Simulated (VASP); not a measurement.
# Te2Mo in VASP: a series of runs, part 2 of 2

VASP 6.6.1. The steps go on from the part before.

### Step 5. Single point, PBE0

The input, POSCAR:

```
Te2Mo
1.0
    3.5602328140      0.0000000000      0.0000000000
   -1.7801164070      3.0832520603      0.0000000000
    0.0000000000      0.0000000000     17.5240578200
Te Mo
2 1
Direct
    0.3333333333      0.6666666667      0.1021445500
    0.3333333333      0.6666666667      0.8978554500
    0.0000000000      0.0000000000      0.0000000000
```

The input, INCAR.step1:

```
PREC = Accurate
ENCUT = 350
EDIFF = 1E-5
ISMEAR = 0
SIGMA = 0.01
LREAL = False
LASPH = True
NELM = 100
ALGO = Normal
ISIF = 2
LWAVE = True
LCHARG = False
NKRED = 1
NBANDS = 21
GGA = PE
```

The input, INCAR.step2:

```
PREC = Accurate
ENCUT = 350
EDIFF = 1E-6
ISMEAR = 0
SIGMA = 0.01
LREAL = False
LASPH = True
NELM = 100
ALGO = Normal
ISIF = 2
LWAVE = False
LCHARG = False
GGA = PE
LHFCALC = True
AEXX = 0.25
PRECFOCK = Fast
NKRED = 1
NBANDS = 21
ISTART = 1
```

The input, KPOINTS:

```
regular mesh
0
Gamma
  6 6 1
```

Potentials or basis: VASP PAW PBE potentials, release 64 (Te, Mo_sv).

Started as:

```
cat potpaw_PBE.64/Te/POTCAR potpaw_PBE.64/Mo_sv/POTCAR > POTCAR
cp INCAR.step1 INCAR
mpirun -np 1 vasp_std > vasp.out
cp INCAR.step2 INCAR
mpirun -np 1 vasp_std > vasp.out
```

OUTCAR:

```text
PREC = Accurate
   ENCUT = 350
   EDIFF = 1E-6
   ISMEAR = 0
   LREAL = False
   LASPH = True
   NELM = 100
   ISIF = 2
   GGA = PE
   LHFCALC = True
   AEXX = 0.25
   PRECFOCK = Fast
   NKRED = 1
   ISTART = 1

 Found      7 irreducible k-points:

 Following reciprocal coordinates:
            Coordinates               Weight
  0.000000  0.000000  0.000000      1.000000
  0.166667  0.000000  0.000000      6.000000
  0.333333  0.000000  0.000000      6.000000
  0.500000  0.000000  0.000000      3.000000
  0.166667  0.166667  0.000000      6.000000
  0.333333  0.166667  0.000000     12.000000
   k-points           NKPTS =      7   k-points in BZ     NKDIM =     36   number of bands    NBANDS=     21
   number of dos      NEDOS =    301   number of ions     NIONS =      3
   total plane-waves  NPLWV =  62208
   dimension x,y,z NGX =    24 NGY =   24 NGZ =  108
   dimension x,y,z NGXF=    48 NGYF=   48 NGZF=  216
   ions per type =               2   1
   NGX,Y,Z   is equivalent  to a cutoff of  11.21, 11.21, 10.25 a.u.
   NGXF,Y,Z  is equivalent  to a cutoff of  22.41, 22.41, 20.49 a.u.
 SYSTEM =  unknown system
   PREC   = accura    normal or accurate (medium, high low for compatibility)
   ISTART =      1    job   : 0-new  1-cont  2-samecut
   ICHARG =      0    charge: 1-file 2-atom 10-const
   ISPIN  =      1    spin polarized calculation?
   LNONCOLLINEAR =      F non collinear calculations
   LSORBIT =      F    spin-orbit coupling
   LASPH  =      T    aspherical Exc in radial PAW
   ENCUT  =  350.0 eV  25.72 Ry    5.07 a.u.   5.43  5.43 26.73*2*pi/ulx,y,z
   NELM   =    100;   NELMIN=  2; NELMDL=  0     # of ELM steps
   EDIFF  = 0.1E-05   stopping-criterion for ELM
   LREAL  =      F    real-space projection
   EDIFFG = 0.1E-04   stopping-criterion for IOM
   NSW    =      0    number of steps for IOM
   IBRION =     -1    ionic relax: 0-MD 1-quasi-New 2-CG
   NFREE  =      0    steps in history (QN), initial steepest desc. (CG)
   ISIF   =      2    stress and relaxation
   ISYM   =      3    0-nonsym 1-usesym 2-fastsym
[... 18 lines left out ...]
   LHFCALC =     T    Hartree Fock is set to
   PRECFOCK=fast      Normal, Fast or Accurate (Low or Medium for compatibility)
   ENCUT4O =  -1.0   cutoff for four orbital integrals eV
   NKREDX  =     1    reduce k-point grid by
   NKREDY  =     1    reduce k-point grid by
   NKREDZ  =     1    reduce k-point grid by
   AEXX    =    0.2500 exact exchange contribution
   HFSCREEN=    0.0000 screening length (either q_TF or 0.3 A-1)
   HFSCREENC=   0.0000 screening length for correlation (either q_TF or 0.3 A-1)
   ENCUTFOCK=  -1.0 apply spherical cutoff to Coloumb kernel
   IVDW    =     0    specifies the selected vdW correction
   LEPSILON=     F    determine dielectric tensor
   LRPA    =     F    only Hartree local field effects (RPA)
 non-spin polarized calculation
 Gauss-broadening in eV      SIGMA  =   0.01
  energy-cutoff  :      350.00
  volume of cell :      192.36
 maximum number of plane-waves:      2969
 NGX is ok and might be reduce to    24
  NGX = 14; NGY = 14; NGZ = 70

 number of electron      26.0000004 magnetization

 Free energy of the ion-electron system (eV)
  ---------------------------------------------------
  ext. energy  EPLUGINS =         0.00000000
  ---------------------------------------------------
  free energy    TOTEN  =       -24.01942385 eV

  energy without entropy =      -24.01942385  energy(sigma->0) =      -24.01942385

 E-fermi :  -0.4430     XC(G=0):  -3.7040

 val. band max:       -0.5507020989   @ k =   0.3333   0.3333   0.0000
 cond. band min:       1.5824334593   @ k =   0.3333   0.3333   0.0000
 fundamental gap:      2.1331355582
 Fermi energy:        -0.4430192373

 k-point     1 :       0.0000    0.0000    0.0000
  band No.  band energies     occupation
      1     -65.3874      2.00000
      2     -38.1150      2.00000
      3     -37.9956      2.00000
      4     -37.9956      2.00000
      5     -14.4764      2.00000
      6     -13.3643      2.00000
[... 133 lines left out ...]
     20       7.5577      0.00000
     21       8.1664      0.00000

 [... further k-points ...]

------------------------ aborting loop because EDIFF is reached ----------------------------------------

  FORCE on cell =-STRESS in cart. coord.  units (eV):
  Direction    XX          YY          ZZ          XY          YZ          ZX
  --------------------------------------------------------------------------------------
  -------------------------------------------------------------------------------------
  Total       -1.7735762     -1.7735762     -1.2883237      0.0000000     -0.0000000      0.0000000
  in kB      -14.7719669    -14.7719669    -10.7303394      0.0000000     -0.0000000      0.0000000
  external PRESSURE =     -13.4247577 kB  Pullay stress =       0.0000000 kB

 VOLUME and BASIS-vectors are now :
 -----------------------------------------------------------------------------
  energy-cutoff  :      350.00
  volume of cell :      192.36
      direct lattice vectors                 reciprocal lattice vectors
     3.560232814  0.000000000  0.000000000     0.280880508  0.162166437  0.000000000
    -1.780116407  3.083252060  0.000000000     0.000000000  0.324332873  0.000000000
     0.000000000  0.000000000 17.524057820     0.000000000  0.000000000  0.057064409

 POSITION                                       TOTAL-FORCE (eV/Angst)
 -----------------------------------------------------------------------------------
     -0.00000      2.05550      1.78999        -0.000000     -0.000000     -0.304068
     -0.00000      2.05550     15.73407        -0.000000     -0.000000      0.304068
      0.00000      0.00000      0.00000         0.000000      0.000000      0.000000
 -----------------------------------------------------------------------------------
    total drift:                               -0.000000      0.000000      0.000000

  FREE ENERGIE OF THE ION-ELECTRON SYSTEM (eV)
  ---------------------------------------------------
  free  energy   TOTEN  =       -24.0194238483 eV

  energy  without entropy=      -24.0194238483  energy(sigma->0) =      -24.01942385
```

OSZICAR.step1:

```text
N       E                     dE             d eps       ncg     rms          rms(c)
DAV:   1     0.956129873816E+02    0.95613E+02   -0.96742E+03   406   0.739E+02
DAV:   2    -0.119586736544E+02   -0.10757E+03   -0.10444E+03   394   0.182E+02
DAV:   3    -0.185353352532E+02   -0.65767E+01   -0.64999E+01   396   0.359E+01
DAV:   4    -0.186826979984E+02   -0.14736E+00   -0.14729E+00   390   0.562E+00
DAV:   5    -0.186845064825E+02   -0.18085E-02   -0.18084E-02   421   0.671E-01    0.147E+01
DAV:   6    -0.183110204365E+02    0.37349E+00   -0.46905E+00   304   0.112E+01    0.627E+00
DAV:   7    -0.182654782530E+02    0.45542E-01   -0.44139E+00   314   0.936E+00    0.450E+00
DAV:   8    -0.180186163187E+02    0.24686E+00   -0.10972E+00   324   0.508E+00    0.122E+00
DAV:   9    -0.180197049941E+02   -0.10887E-02   -0.78050E-02   337   0.141E+00    0.757E-01
DAV:  10    -0.180157553485E+02    0.39496E-02   -0.18579E-02   334   0.768E-01    0.173E-01
DAV:  11    -0.180155712324E+02    0.18412E-03   -0.65734E-04   384   0.141E-01    0.725E-02
DAV:  12    -0.180154958341E+02    0.75398E-04   -0.74403E-05   366   0.403E-02    0.607E-02
DAV:  13    -0.180153385975E+02    0.15724E-03   -0.30405E-04   337   0.895E-02    0.465E-02
DAV:  14    -0.180153721443E+02   -0.33547E-04   -0.16504E-05   275   0.170E-02    0.237E-02
DAV:  15    -0.180153768293E+02   -0.46851E-05   -0.30077E-05   277   0.202E-02
   1 F= -.18015377E+02 E0= -.18015377E+02  d E =0.000000E+00
```

It took 3.6 min on 1 thread of Intel Xeon 6975P-C (Granite Rapids), shared host; peak memory 0.24 GiB.

The run converged, but some of its settings lie outside the range that counts as converged, so its numbers aren't taken as properties of the slab.

Results:

- Free energy: -24.0194 eV
- Largest force: 0.304 eV/Å
- Band gap on the k mesh: 2.13 eV, direct

Caveat: the PAW data sets were made with another functional, which shifts forces and pressure a little; spin-orbit coupling is left out, which moves the levels of the heavy elements.

### Step 6. Single point, PBE0

POSCAR is that of step 5.

Changes to INCAR.step1 since step 5:

```diff
@@ -1,3 +1,3 @@
 PREC = Accurate
-ENCUT = 350
+ENCUT = 400
 EDIFF = 1E-5
```

Changes to INCAR.step2 since step 5:

```diff
@@ -1,3 +1,3 @@
 PREC = Accurate
-ENCUT = 350
+ENCUT = 400
 EDIFF = 1E-6
```

KPOINTS is that of step 5.

Potentials or basis: VASP PAW PBE potentials, release 64 (Te, Mo_sv).

Started as:

```
cat potpaw_PBE.64/Te/POTCAR potpaw_PBE.64/Mo_sv/POTCAR > POTCAR
cp INCAR.step1 INCAR
mpirun -np 1 vasp_std > vasp.out
cp INCAR.step2 INCAR
mpirun -np 1 vasp_std > vasp.out
```

Run time: 4.1 min. Hardware: 1 thread of Intel Xeon 6975P-C (Granite Rapids), shared host; peak memory 0.26 GiB.

These settings aren't checked as converged: the numbers below hold their error.

Results:

- Free energy: -24.0185 eV
- Largest force: 0.307 eV/Å
- Band gap on the k mesh: 2.13 eV, direct

Caveat: the PAW data sets were made with another functional, which shifts forces and pressure a little; spin-orbit coupling is left out, which moves the levels of the heavy elements.

### Step 7. For comparison

An earlier run on the cell as given: functional PBE; potentials or basis VASP PAW PBE potentials, release 64 (Te, Mo_sv); cutoff 520 eV; k mesh 9 × 9 × 2; occupations fermi-dirac, width 0.05 eV; no spin polarisation.

* Largest force: 0.231 eV/Å
* Band gap on the k mesh: 1.05 eV, direct
